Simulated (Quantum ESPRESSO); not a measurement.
## SrCl2: dielectric tensor and Born charges under several settings

```
Sr Cl
1.0
     0.00000    3.48835    3.48835
     3.48835    0.00000    3.48835
     3.48835    3.48835    0.00000
Sr Cl
1 2
Direct
  0.00000 0.00000 0.00000
  0.75000 0.75000 0.75000
  0.25000 0.25000 0.25000
```

All runs used Quantum ESPRESSO 7.5; k mesh 4 × 4 × 4, shifted; given cell; no spin polarisation; cutoff 925 eV; occupations smeared at first, fixed for the response.

```csv
level,potentials,pressure (GPa),ε∞ (diagonal),Born charge of atom 1 (e)
LDA,PseudoDojo 0.4.1 SR LDA standard,-2.9,3.01,2.49
PBE,PseudoDojo 0.4.1 SR PBE standard,1.0,2.92,2.50
PBEsol,PseudoDojo 0.4.1 SR PBEsol standard,-1.1,2.97,2.50
WC,PseudoDojo 0.4.1 SR PBE standard,-1.0,2.97,2.50
BLYP,PseudoDojo 0.4.1 SR PBE standard,?,?,?
AM05,PseudoDojo 0.4.1 SR PBE standard,-0.1,2.94,2.51
```

What stands in the row left open?

Pressure 2.8 GPa; ε∞ 2.90; Born charge of atom 1 2.49 e.

Caveats: the potentials were made for another functional, which shifts forces and pressure (some runs).

For the row left open. Caveat: the potentials were made for another functional, which shifts forces and pressure.
